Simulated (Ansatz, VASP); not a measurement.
## Two plane-wave programs on Ca

INCAR

```
ALGO     = Fast           # electronic algorithm
EDIFF    = 1E-6           # SCF threshold, eV
ENCUT    = 520            # plane-wave cutoff, eV
GGA      = PS             # functional
ISIF     = 2              # what is computed and relaxed
ISMEAR   = 0              # smearing method
LASPH    = T              # aspherical terms in the spheres
LCHARG   = F              # write CHGCAR
LREAL    = F              # projectors in reciprocal space
LWAVE    = F              # write WAVECAR
NBANDS   = 11             # bands
NELM     = 100            # most SCF steps
PREC     = Accurate       # precision mode
SIGMA    = 0.15           # smearing width, eV
```

KPOINTS

```
k-points
0
Gamma
  16 16 16
```

The input POSCAR:

```
Ca
1.0
   -2.2400000000      2.2400000000      2.3296000000
    2.2400000000     -2.2400000000      2.3296000000
    2.2400000000      2.2400000000     -2.3296000000
Ca
1
Direct
    0.0000000000      0.0000000000      0.0000000000
```

Input for Ansatz:

```yaml
crystal:
  lattice:
    - [-2.24, 2.24, 2.3296]
    - [2.24, -2.24, 2.3296]
    - [2.24, 2.24, -2.3296]
  atoms:
    - { symbol: Ca, position: [0.0, 0.0, 0.0] }
basis:
  ecutwfc: 420
kpoints:
  mp_grid: { grid: [16, 16, 16] }
hamiltonian:
  xc: pbesol
scf:
  occupations: { method: gaussian, width: 0.15 }
output:
  forces: true
  stress: true
  eigenvalues: true
  write_density: true
  write_potential: true
  elf: true
  volumetric_format: npy
```

Change from the starting cell: strain +0.000 along x and y, +0.040 along z, atoms carried along.

Alike in both runs: task single point; functional PBEsol; k mesh 16 × 16 × 16; occupations gaussian, width 0.15 eV; no spin polarisation.

```csv
,VASP,Ansatz
version,VASP 6.6.1,Ansatz 0.2.0
potentials or method,"VASP PAW PBE potentials, release 64 (Ca_sv)","scalar-relativistic, plane waves, PAW"
plane-wave cutoff (eV),520,420
valence electrons in the cell,10,10
```

```tsv
	VASP	Ansatz	Ansatz less VASP
gap on the k mesh at the Fermi level (eV)	none	none	-
pressure (GPa)	-2.0	-2.0	-0.02
```

A gap of «none» marks a metal or a gap that the smearing closes.

Caveats: the PAW data sets were made with another functional, which shifts forces and pressure a little (VASP).
